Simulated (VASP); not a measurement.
# Ho (Fm-3m) in VASP: reference runs

How does Ho come out in PBE? The cell is run as given and disturbed.

All numbers are computed with VASP 6.6.1; they aren't measurements. Logs are shortened: lines on timing, memory, paths and dates and some standing lists are left out, and cuts for length are marked.

## (1) The structure

It takes space group Fm-3m (No. 225, cubic). Conventional cell: a = 4.988 Å, b = 4.988 Å, c = 4.988 Å, α = 90.00°, β = 90.00°, γ = 90.00°. Ho (site symmetry m-3m) is surrounded by 12 Ho at 3.53 Å.

This isn't the form of Ho at room conditions, which is hcp.

## (2) Single point, PBE, collinear spin, ferromagnetic start

Input file INCAR:

```
PREC = Accurate
ENCUT = 520
EDIFF = 1E-7
ISMEAR = -1
SIGMA = 0.05
LREAL = False
LASPH = True
NELM = 100
ALGO = Normal
ISIF = 2
LWAVE = False
LCHARG = True
ISPIN = 2
MAGMOM = 4
LORBIT = 11
LMAXMIX = 6
GGA = PE
LELF = True
LVHAR = True
NBANDS = 20
```

Input file KPOINTS:

```
regular mesh
0
Gamma
  9 9 9
```

Input file POSCAR:

```
Ho
1.0
    0.0000000000      2.4942453452      2.4942453452
    2.4942453452      0.0000000000      2.4942453452
    2.4942453452      2.4942453452      0.0000000000
Ho
1
Direct
    0.0000000000      0.0000000000      0.0000000000
```

Potentials or basis: VASP PAW PBE potentials, release 64 (Ho).

Command:

```
cat potpaw_PBE.64/Ho/POTCAR > POTCAR
mpirun -np 1 vasp_std > vasp.out
```

OUTCAR:

```text
PREC = Accurate
   ENCUT = 520
   EDIFF = 1E-7
   ISMEAR = -1
   LREAL = False
   LASPH = True
   NELM = 100
   ISIF = 2
   ISPIN = 2
   LORBIT = 11
   GGA = PE

 ion  position               nearest neighbor table
   1  0.000  0.000  0.000-

  LATTYP: Found a face centered cubic cell.
 ALAT       =     4.9884906904

  Lattice vectors:

 A1 = (   0.0000000000,   2.4942453452,   2.4942453452)
 A2 = (   2.4942453452,   0.0000000000,   2.4942453452)
 A3 = (   2.4942453452,   2.4942453452,   0.0000000000)

Analysis of symmetry for initial positions (statically):
=====================================================================
 Subroutine PRICEL returns:
 Original cell was already a primitive cell.

 Routine SETGRP: Setting up the symmetry group for a
 face centered cubic supercell.

 Subroutine GETGRP returns: Found 48 space group operations
 (whereof 48 operations were pure point group operations)
 out of a pool of 48 trial point group operations.

The static configuration has the point symmetry O_h .

Analysis of symmetry for dynamics (positions and initial velocities):
=====================================================================
 Subroutine PRICEL returns:
 Original cell was already a primitive cell.

 Routine SETGRP: Setting up the symmetry group for a
 face centered cubic supercell.

 Subroutine GETGRP returns: Found 48 space group operations
 (whereof 48 operations were pure point group operations)
 out of a pool of 48 trial point group operations.

The dynamic configuration has the point symmetry O_h .

Analysis of structural, dynamic, and magnetic symmetry:
=====================================================================
 Subroutine PRICEL returns:
 Original cell was already a primitive cell.

 Routine SETGRP: Setting up the symmetry group for a
 face centered cubic supercell.

 Subroutine GETGRP returns: Found 48 space group operations
 (whereof 48 operations were pure point group operations)
 out of a pool of 48 trial point group operations.

The overall configuration has the point symmetry O_h .

 Subroutine INISYM returns: Found 48 space group operations
 (whereof 48 operations are pure point group operations),
 and found     1 'primitive' translations

----------------------------------------------------------------------------------------

                                     Primitive cell

  volume of cell :      31.0347

  direct lattice vectors                    reciprocal lattice vectors
     0.000000000  2.494245345  2.494245345    -0.200461435  0.200461435  0.200461435
     2.494245345  0.000000000  2.494245345     0.200461435 -0.200461435  0.200461435
     2.494245345  2.494245345  0.000000000     0.200461435  0.200461435 -0.200461435

  length of vectors
     3.527395595  3.527395595  3.527395595     0.347209390  0.347209390  0.347209390

  position of ions in fractional coordinates (direct lattice)
     0.000000000  0.000000000  0.000000000

  ion indices of the primitive-cell ions
   primitive index   ion index
                 1           1

----------------------------------------------------------------------------------------

 KPOINTS: regular mesh

Automatic generation of k-mesh.
 Grid dimensions read from file:
 generate k-points for:    9    9    9

 Generating k-lattice:

  Cartesian coordinates                     Fractional coordinates (reciprocal lattice)
    -0.022273493  0.022273493  0.022273493     0.111111111  0.000000000  0.000000000
     0.022273493 -0.022273493  0.022273493     0.000000000  0.111111111  0.000000000
     0.022273493  0.022273493 -0.022273493     0.000000000  0.000000000  0.111111111

  Length of vectors
     0.038578821  0.038578821  0.038578821

  Shift w.r.t. Gamma in fractional coordinates (k-lattice)
     0.000000000  0.000000000  0.000000000

[... 47 lines left out ...]
   LASPH  =      T    aspherical Exc in radial PAW
   ENCUT  =  520.0 eV  38.22 Ry    6.18 a.u.   6.56  6.56  6.56*2*pi/ulx,y,z
   NELM   =    100;   NELMIN=  2; NELMDL= -5     # of ELM steps
   EDIFF  = 0.1E-06   stopping-criterion for ELM
   LREAL  =      F    real-space projection
   EDIFFG = 0.1E-05   stopping-criterion for IOM
   NSW    =      0    number of steps for IOM
   IBRION =     -1    ionic relax: 0-MD 1-quasi-New 2-CG
   NFREE  =      0    steps in history (QN), initial steepest desc. (CG)
   ISIF   =      2    stress and relaxation
   ISYM   =      2    0-nonsym 1-usesym 2-fastsym
   POTIM  = 0.5000    time-step for ionic-motion
   TEBEG  =    0.0;   TEEND  =   0.0 temperature during run
   PSTRESS=    0.0 pullay stress
   NELECT =      21.0000    total number of electrons
   NUPDOWN=      -1.0000    fix difference up-down
   EMIN   =  10.00;   EMAX   =-10.00  energy-range for DOS
   EFERMI =   0.00;   METHOD = LEGACY
   ISMEAR =    -1;   SIGMA  =   0.05  broadening in eV -4-tet -1-fermi 0-gaus
   EFERMI_NEDOS =   21; number of points for ismear=-14 and -15
   IALGO  =     38    algorithm
   IMIX   =      4    mixing-type and parameters
     AMIX     =   0.40;   BMIX     =  1.00
     AMIX_MAG =   1.60;   BMIX_MAG =  1.00
  volume/ion in A,a.u.               =      31.03       209.43
  Fermi-wavevector in a.u.,A,eV,Ry     =   1.437249  2.716007 28.105357  2.065685
  Thomas-Fermi vector in A             =   2.556348
   LORBIT       =     11    0 simple, 1 ext, 2 COOP (PROOUT), +10 PAW based schemes
   GGA     = PE    functional components
   LHFCALC =     F    Hartree Fock is set to
   AEXX    =    0.0000 exact exchange contribution
   IVDW    =     0    specifies the selected vdW correction
   LEPSILON=     F    determine dielectric tensor
   LRPA    =     F    only Hartree local field effects (RPA)
 spin polarized calculation
  energy-cutoff  :      520.00
  volume of cell :       31.03
 maximum number of plane-waves:       869
 NGX is ok and might be reduce to    28
   NGX = 13   NGY = 13   NGZ = 13

 number of electron      20.9999999 magnetization       3.6321028

 Free energy of the ion-electron system (eV)
  ---------------------------------------------------
  ext. energy  EPLUGINS =         0.00000000
  ---------------------------------------------------
  free energy    TOTEN  =        -6.50034060 eV

  energy without entropy =       -6.45390574  energy(sigma->0) =       -6.47712317

 E-fermi :   2.6138     XC(G=0): -10.1535

 val. band max:        2.6085294970   @ k =  -0.3333   0.4444   0.1111
 cond. band min:       2.6217872015   @ k =   0.4444   0.3333   0.1111
 fundamental gap:      0.0132577045
 Fermi energy:         2.6137572350

 spin component 1

 k-point     1 :       0.0000    0.0000    0.0000
  band No.  band energies     occupation
      1     -45.4796      1.00000
      2     -20.1551      1.00000
      3     -20.1551      1.00000
      4     -20.1551      1.00000
      5      -2.6266      1.00000
      6      -0.2859      1.00000
[... 541 lines left out ...]
     19      11.9199      0.00000
     20      12.8474      0.00000

 [... further k-points ...]

 spin component 2

 k-point     1 :       0.0000    0.0000    0.0000
  band No.  band energies     occupation
      1     -43.9014      1.00000
      2     -18.9956      1.00000
      3     -18.9956      1.00000
      4     -18.9956      1.00000
      5      -2.3519      1.00000
      6       1.8372      1.00000
[... 541 lines left out ...]
     19      12.4226      0.00000
     20      13.3872      0.00000

 [... further k-points ...]

------------------------ aborting loop because EDIFF is reached ----------------------------------------

 total charge

# of ion       s       p       d       f       tot
--------------------------------------------------
    1        2.126   5.704   0.423  10.328  18.581

 magnetization (x)

# of ion       s       p       d       f       tot
--------------------------------------------------
    1        0.006  -0.022   0.063   3.441   3.488

  FORCE on cell =-STRESS in cart. coord.  units (eV):
  Direction    XX          YY          ZZ          XY          YZ          ZX
  --------------------------------------------------------------------------------------
  -------------------------------------------------------------------------------------
  Total        0.5383079      0.5383079      0.5383079      0.0000000      0.0000000     -0.0000000
  in kB       27.7903388     27.7903388     27.7903388      0.0000000      0.0000000     -0.0000000
  external PRESSURE =      27.7903388 kB  Pullay stress =       0.0000000 kB

 VOLUME and BASIS-vectors are now :
 -----------------------------------------------------------------------------
  energy-cutoff  :      520.00
  volume of cell :       31.03
      direct lattice vectors                 reciprocal lattice vectors
     0.000000000  2.494245345  2.494245345    -0.200461435  0.200461435  0.200461435
     2.494245345  0.000000000  2.494245345     0.200461435 -0.200461435  0.200461435
     2.494245345  2.494245345  0.000000000     0.200461435  0.200461435 -0.200461435

  length of vectors
     3.527395595  3.527395595  3.527395595     0.347209390  0.347209390  0.347209390

 FORCES acting on ions
    electron-ion (+dipol)            ewald-force                    non-local-force                 convergence-correction
 -----------------------------------------------------------------------------------------------
   -.756E-13 -.107E-12 -.682E-13   0.303E-14 -.180E-14 -.498E-14   0.000E+00 0.000E+00 0.827E-24   -.756E-14 -.357E-12 -.177E-12
 -----------------------------------------------------------------------------------------------
   -.756E-13 -.107E-12 -.682E-13   0.303E-14 -.180E-14 -.498E-14   0.000E+00 0.000E+00 0.827E-24   -.756E-14 -.357E-12 -.177E-12

 POSITION                                       TOTAL-FORCE (eV/Angst)
 -----------------------------------------------------------------------------------
      0.00000      0.00000      0.00000        -0.000000     -0.000000     -0.000000
 -----------------------------------------------------------------------------------
    total drift:                               -0.000000     -0.000000     -0.000000

--------------------------------------------------------------------------------------------------------

  FREE ENERGIE OF THE ION-ELECTRON SYSTEM (eV)
  ---------------------------------------------------
  free  energy   TOTEN  =        -6.5003406006 eV

  energy  without entropy=       -6.4539057447  energy(sigma->0) =       -6.47712317

--------------------------------------------------------------------------------------------------------

--------------------------------------------------------------------------------------------------------

 total charge

# of ion       s       p       d       f       tot
--------------------------------------------------
    1        2.126   5.704   0.423  10.328  18.581

 magnetization (x)

# of ion       s       p       d       f       tot
--------------------------------------------------
    1        0.006  -0.022   0.063   3.441   3.488

=======================================================================
```

Run time: 1.8 min. Hardware: 1 thread of Intel Xeon Platinum 8488C (Sapphire Rapids), shared host; peak memory 0.2 GiB.

What came out:

```yaml
Free_energy: -6.5003 eV
Pressure: 2.8 GPa
Band_gap_on_the_k_mesh: none (metal or under the smearing width)
Net_moment: 3.63 μB per cell
Site_moments: Ho +3.49 μB
Valence_electrons_inside_the_program's_atomic_spheres: Ho 18.58
```

Caveat: the magnetic or orbital state may not be the lowest; spin-orbit coupling is left out, which moves the levels of the heavy elements. The state reached can hang on the start; a lower one may exist.

(Part 1 of 2 ends here.)
